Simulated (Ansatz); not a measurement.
The following input was run with Ansatz 0.2.0.

```yaml
crystal:
  lattice:
    - [4.4074006691, 0.0, -0.0860240789]
    - [-2.2037003346, 3.8180384296, 0.0430120394]
    - [-0.2836964838, 0.0, 14.8919376759]
  atoms:
    - { symbol: Sr, position: [0.0166531974, -0.0232865812, -0.0177006268] }
    - { symbol: Sr, position: [0.3209282963, 0.6418566027, 0.25] }
    - { symbol: Sr, position: [-0.0399397787, -0.0232865812, 0.5177006268] }
    - { symbol: Sr, position: [0.7023582849, 0.4047165598, 0.75] }
basis:
  ecutwfc: 420
kpoints:
  mp_grid: { grid: [10, 10, 4] }
hamiltonian:
  xc: pbesol
scf:
  occupations: { method: gaussian, width: 0.1 }
output:
  forces: true
  stress: true
  eigenvalues: true
```

Run as
```bash
ansatz run input.yaml --threads 1 --pin off --max-ram 1331MiB --backend cpu --events-out ev --progress --plain --runs-dir out
```

These are results of DFT PBEsol, scalar-relativistic, plane waves, PAW in Ansatz, not measurements.

From the run's log, abridged (final results; tables in files aren't shown):

```
SCF 1 converged in 6 iterations: F = -13968.509290 eV  dr2 = 7.04e-8
SCF converged after 6 iterations
Free energy (F): -13968.509290 eV
Harris-Foulkes:  -13968.509290 eV  (|F-HF|=2.23e-8)
Internal energy: -13968.479997 eV  (E = F + TS)
E sigma→0 (E₀):  -13968.494643 eV
Entropy (-TS):   -0.029292 eV (-7.323 meV/atom)
Fermi energy:    4.147067 eV
--- Per-component energies (eV) ---
  E_band       = -588.405269
  E_kinetic    = 961.060842
  E_local      = -3270.035571  (includes V_loc(G=0)·N_el)
  E_nonlocal   = 817.022732
  E_hartree    = 850.737533
  E_xc         = -675.356351
  E_vxc        = -630.985795  (∫ρ·V_xc dr)
  E_paw        = -10578.247108  (= ΣΔE_a)
  E_vpaw       = -166.948349  (= ΣTr[D̂ρ^β])
  E_aug_tail   = -0.000005  (compensation charges beyond the density's cutoff)
  E_ewald      = -2074.199459
  E_core_change = 0.537390  (= ΣΔE_core)
  E_smearing   = -0.029292  (= −TS)
--- Forces (eV/Å), atoms counted from 1 ---
  atom   1  Sr    -0.02070177     0.08553936     0.24612261
  atom   2  Sr     0.00000000    -0.01413983     0.00000000
  atom   3  Sr     0.02070177     0.08553936    -0.24612261
  atom   4  Sr     0.00000000    -0.15694127     0.00000000
--- Stress (GPa, compression-positive) ---
       -1.683306       0.000000       0.117528
        0.000000      -1.337636       0.000000
        0.117528       0.000000      -1.571376
  P = ⅓ Tr σ = -1.5308 GPa (-15.308 kbar)
--- Band table (eV; the first three rows and the last of 117) ---
  k-point 0: bands = ["-32.7906", "-32.6420", "-32.6418", "-32.4887", "-14.7654", "-14.7065", "-14.7044", "-14.6478", "-14.6259", "-14.5705", "-14.5694", "-14.5633", "-14.5632", "-14.4570", "-14.4260", "-14.4159", "0.6768", "1.4954", "1.5007", "2.9658", "3.9822", "5.1559", "5.3055", "6.1705"]
  k-point 1: bands = ["-32.7906", "-32.6420", "-32.6418", "-32.4887", "-14.7651", "-14.7065", "-14.7044", "-14.6503", "-14.6235", "-14.5705", "-14.5694", "-14.5633", "-14.5632", "-14.4572", "-14.4260", "-14.4159", "0.7247", "1.1687", "1.8938", "2.7640", "4.1510", "4.8988", "5.5279", "6.1275"]
  k-point 2: bands = ["-32.7906", "-32.6420", "-32.6418", "-32.4887", "-14.7649", "-14.7065", "-14.7044", "-14.6524", "-14.6214", "-14.5705", "-14.5694", "-14.5633", "-14.5632", "-14.4574", "-14.4260", "-14.4159", "0.8155", "0.9820", "2.2405", "2.4446", "4.3738", "4.6650", "5.6724", "6.0632"]
  k-point 116: bands = ["-32.7848", "-32.6361", "-32.6360", "-32.4830", "-14.7918", "-14.7495", "-14.7483", "-14.6559", "-14.6518", "-14.6265", "-14.6223", "-14.6103", "-14.6059", "-14.4994", "-14.4651", "-14.4553", "2.8550", "3.1192", "3.7331", "4.1237", "4.3050", "4.4837", "4.5899", "4.7435"]
```

Self-consistency was reached.